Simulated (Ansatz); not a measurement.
Crystal: SiC (Moissanite 6H).

```xyz
12
Lattice="3.0950 0.0000 0.0000 -1.5475 2.6803 0.0000 0.0000 0.0000 15.1700" Properties=species:S:1:pos:R:3 pbc="T T T"
Si    1.5475    0.8934    6.9524
Si    0.0000    1.7869   14.5374
Si    1.5475    0.8934   12.0101
Si    0.0000    1.7869    4.4251
Si    0.0000    0.0000    9.4812
Si    0.0000    0.0000    1.8962
C     1.5475    0.8934    5.0562
C     0.0000    1.7869   12.6412
C     1.5475    0.8934   10.1138
C     0.0000    1.7869    2.5288
C     0.0000    0.0000    7.5850
C     0.0000    0.0000    0.0000
```

Program: Ansatz 0.2.0. Alike in all runs: no spin polarisation; cell as given; smearing fermi-dirac 0.05 eV.

Question: Order these runs on this cell by their band gap on the k mesh, lowest first.
A. level r2SCAN; potentials or basis Ansatz PAW; k mesh 10 × 10 × 2; cutoff (eV) 500; points for each segment of the path 10
B. level PBE; potentials or basis Ansatz NC; k mesh 10 × 10 × 2; cutoff (eV) 1116; points for each segment of the path 10
C. level HSE06; potentials or basis Ansatz PAW; k mesh 8 × 8 × 2; cutoff (eV) 420

Answer: B (2.02 eV), A (2.38 eV), C (2.91 eV).

A k mesh can miss the band edges.

Not every run made on this cell is shown here.
